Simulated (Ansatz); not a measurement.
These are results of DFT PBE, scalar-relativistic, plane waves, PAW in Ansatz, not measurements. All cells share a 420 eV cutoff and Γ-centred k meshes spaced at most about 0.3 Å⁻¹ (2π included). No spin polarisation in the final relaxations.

Temperature and zero-point effects are left out.

Two forms of LiCl were relaxed alike.

A.

```yaml
crystal:
  lattice:
    - [0.00000, 2.57413, 2.57413]
    - [2.57413, 0.00000, 2.57413]
    - [2.57413, 2.57413, 0.00000]
  atoms:
    - { symbol: Li, position: [0.00000, 0.00000, 0.00000] }
    - { symbol: Cl, position: [0.50000, 0.50000, 0.50000] }
```

B.

```yaml
crystal:
  lattice:
    - [-3.74891, 3.74891, 4.90645]
    - [3.74891, -3.74891, 4.90645]
    - [3.74891, 3.74891, -4.90645]
  atoms:
    - { symbol: Li, position: [0.17424, 0.43183, 0.00000] }
    - { symbol: Li, position: [0.56817, 0.56817, 0.74241] }
    - { symbol: Li, position: [0.00000, 0.00000, 0.00000] }
    - { symbol: Li, position: [0.82576, 0.82576, 0.25759] }
    - { symbol: Li, position: [0.43183, 0.17424, 0.00000] }
    - { symbol: Cl, position: [0.33189, 0.33189, 0.31058] }
    - { symbol: Cl, position: [0.97869, 0.66811, 0.00000] }
    - { symbol: Cl, position: [0.66811, 0.97869, 0.00000] }
    - { symbol: Cl, position: [0.02131, 0.02131, 0.68942] }
    - { symbol: Cl, position: [0.50000, 0.50000, 0.00000] }
```

Question: Which is lower in energy, and by how much?

Answer: A is lower, by 48 meV/atom. A has the rock salt type, space group Fm-3m (No. 225), 17.1 Å³/atom and a gap of 6.27 eV on its mesh; B has space group I-42m (No. 121), 27.6 Å³/atom and a gap of 5.60 eV. Counting Cl atoms around Li (those within 1.25 times the shortest such distance or 1.15 times the sum of covalent radii), A has Li 6 and B has Li 4. The denser one is the lower, and pressure would at first widen the difference. In A, around Li lie 6 Cl at 2.57 Å; around Cl lie 6 Li at 2.57 Å. In B, Li on a site of symmetry m is surrounded by 4 Cl at 2.30–2.47 Å and 1 Li at 2.73 Å; Li on a site of symmetry -42m has 4 Cl at 2.39 Å; Cl on a site of symmetry m has 4 Li at 2.30–2.47 Å; 1 more site not described. Both come from invented guesses. The part of the Crystallography Open Database at hand lists LiCl in space group No. 225; sharing a group (Fm-3m) doesn't make a cell the listed structure.

Kohn–Sham gaps at this level usually fall short of measured ones. With atoms moved at random, Fm-3m came back. Other cells relaxed within their symmetry can be saddle points.
